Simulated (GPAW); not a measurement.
Crystal: SiC (Moissanite).

```
Si C
1.0
     3.07600    0.00000    0.00000
    -1.53800    2.66389    0.00000
     0.00000    0.00000    5.04800
Si C
2 2
Cartesian
  1.5380 0.8880 2.5240
  0.0000 1.7759 0.0000
  1.5380 0.8880 4.4675
  0.0000 1.7759 1.9435
```

```yaml
Program: GPAW 26.7.0
Task: relaxation of cell and atoms
Functional: PBEsol
Dispersion: D3
Potentials_or_basis: PAW data sets generated in the run's folder for this functional
Cutoff: 800 eV
Basis: pw
k_mesh: 7 × 7 × 4
Occupations: fermi-dirac, width 0.05 eV
Spin: no spin polarisation
```

At the start: pressure -0.2 GPa; volume 10.34 Å³/atom.

Problem. How do energy, volume and symmetry change on relaxing?

Solution. Over 6 steps the energy falls by 9.0 meV/atom and the volume is 10.32 Å³/atom (-0.2 %); space group P6_3mc (No. 186, to 0.05 Å).

Step by step:
```tsv
step	energy change (eV)	largest force (eV/Å)	pressure (GPa)	volume (Å³)
1	0.0000	0.7517	-0.15	41.36
2	-0.0259	0.4107	-0.32	41.36
3	-0.0356	0.0458	-0.29	41.34
4	-0.0358	0.0053	-0.26	41.33
5	-0.0358	0.0088	-0.21	41.32
6	-0.0359	0.0067	0.04	41.28
```

Final structure:
```cif
data_structure
_symmetry_space_group_name_H-M 'P 1'
_symmetry_Int_Tables_number 1
_cell_length_a 3.0745
_cell_length_b 3.0745
_cell_length_c 5.0425
_cell_angle_alpha 90.000
_cell_angle_beta 90.000
_cell_angle_gamma 120.000
_cell_volume 41.28
loop_
_atom_site_label
_atom_site_type_symbol
_atom_site_fract_x
_atom_site_fract_y
_atom_site_fract_z
_atom_site_occupancy
Si1 Si 0.66667 0.33333 0.50449 1
Si2 Si 0.33333 0.66667 0.00449 1
C1 C 0.66667 0.33333 0.88051 1
C2 C 0.33333 0.66667 0.38051 1
```

Caveat: later steps reuse the first step's grids.
